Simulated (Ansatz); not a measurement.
The system is Ni.

```
Ni
1.0
     2.44802    0.00000    0.00000
    -1.22401    2.12005    0.00000
     0.00000    0.00000    4.07281
Ni
2
Direct
  0.66667 0.33333 0.75000
  0.33333 0.66667 0.25000
```

This isn't the form of Ni at room conditions, which is fcc.

Base run:

- Program: Ansatz 0.2.0
- Functional: PBE
- Potentials or basis: all-electron LAPW, scalar-relativistic
- Cutoff: 323 eV (chosen from the basis error)
- Basis error allowed: 0.001 eV/atom
- k mesh: 12 × 12 × 7
- Occupations: gaussian, width 0.1 eV
- Spin: collinear spin, ferromagnetic start
- Starting moments: [1.0, 1.0] μB

Its results: band gap on the k mesh none (metal or under the smearing width); pressure 7.2 GPa; net moment 1.31 μB per cell; site moments Ni +0.68 μB.

Task: The run is repeated on the same cell with these changes: functional from PBE to LDA. What comes out?

Result: Band gap on the k mesh none (metal or under the smearing width); pressure -11.0 GPa; net moment 1.25 μB per cell; site moments Ni +0.64 μB.

LDA binds more tightly than PBE, so the same cell stands under less pressure.
